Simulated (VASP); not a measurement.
## AgCl (Chlorargyrite): relaxation of cell and atoms with PBE+D3(BJ)

Crystal: AgCl (Chlorargyrite).

```
Ag Cl
1.0
     0.00000    2.80534    2.80534
     2.80534    0.00000    2.80534
     2.80534    2.80534    0.00000
Ag Cl
1 1
Direct
  0.00000 0.00000 0.00000
  0.50000 0.50000 0.50000
```

- Program: VASP 6.6.1
- Task: relaxation of cell and atoms
- Functional: PBE
- Dispersion: D3(BJ)
- Potentials or basis: VASP PAW PBE potentials, release 64 (Ag, Cl)
- Cutoff: 600 eV
- k mesh: 8 × 8 × 8
- Occupations: gaussian, width 0.02 eV
- Spin: no spin polarisation
- Dipole correction: no
- Further INCAR settings: ALGO = Fast; EDIFF = 1e-07; IBRION = 2; EDIFFG = -0.005; NSW = 70; ISIF = 3

```json
{"Relaxed volume": "20.89 Å³/atom", "Relaxed cell": "a = 3.895 Å, b = 3.895 Å, c = 3.895 Å, α = 60.00°, β = 60.00°, γ = 60.00°", "Space group after relaxing (to 0.05 Å)": "Fm-3m (No. 225)", "Energy gained by relaxing": "9.7 meV/atom", "Ionic steps": "3", "Pressure after relaxing": "0.0 GPa", "Band gap on the k mesh": "0.91 eV, indirect (least direct gap 3.25 eV)", "Dispersion energy per atom": "-0.338 eV"}
```

Step by step:
| step | energy change (eV) | largest force (eV/Å) | pressure (GPa) | volume (Å³) |
| --- | --- | --- | --- | --- |
| 1 | 0.0000 | 0.0000 | -2.45 | 44.16 |
| 2 | -0.0192 | 0.0000 | -0.31 | 42.03 |
| 3 | -0.0195 | 0.0000 | -0.04 | 41.78 |

Final structure:
```
Ag Cl
1.0
     0.00000    2.75416    2.75416
     2.75416    0.00000    2.75416
     2.75416    2.75416    0.00000
Ag Cl
1 1
Direct
  0.00000 0.00000 0.00000
  0.50000 0.50000 0.50000
```

Levels at points of the mesh, in eV from the valence-band top:
```csv
k point,band 6,band 7,band 8,band 9,band 10,band 11,band 12,band 13
"(0.00, 0.00, 0.00)",-2.48,-2.41,-2.41,-2.41,0.91,10.85,10.85,10.85
"(0.50, 0.00, 0.00)",-2.14,-1.81,0.00,0.00,4.19,6.65,7.63,7.63
"(0.50, 0.50, 0.00)",-2.28,-2.01,-2.01,-1.91,2.35,8.00,8.70,11.62
```

It took 29 s on 1 thread of Intel(R) Xeon(R) Platinum 8488C (Sapphire Rapids), on a shared host, peak memory 0.2 GiB.

A k mesh can miss the band edges. Expect the measured gap to be larger: semilocal functionals such as PBE lack the derivative discontinuity.
